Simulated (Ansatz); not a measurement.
The system is CdSe (Cadmoselite).

```
Cd Se
1.0
     4.30000    0.00000    0.00000
    -2.15000    3.72391    0.00000
     0.00000    0.00000    7.02000
Cd Se
2 2
Direct
  0.66667 0.33333 0.50000
  0.33333 0.66667 0.00000
  0.66667 0.33333 0.88500
  0.33333 0.66667 0.38500
```

Base run:

- Program: Ansatz 0.2.0
- Functional: PBEsol
- Potentials or basis: all-electron LAPW, non-relativistic
- Cutoff: 257 eV (chosen from the basis error)
- Basis error allowed: 0.002 eV/atom
- k mesh: 7 × 7 × 4
- Occupations: fermi-dirac, width 0.05 eV
- Spin: no spin polarisation

Its results: band gap on the k mesh 1.30 eV, direct; pressure 2.1 GPa; largest force 0.312 eV/Å.

Problem. The run is repeated on the same cell with these changes: potentials or basis from all-electron LAPW, non-relativistic to all-electron PAW datasets made for the crystal. What comes out?

Solution. Band gap on the k mesh 0.58 eV, direct; pressure 0.2 GPa; largest force 0.265 eV/Å.

Caveats: relativity is left out, which matters for the heavier elements (some runs).

The runs don't all hold the same shells in valence.
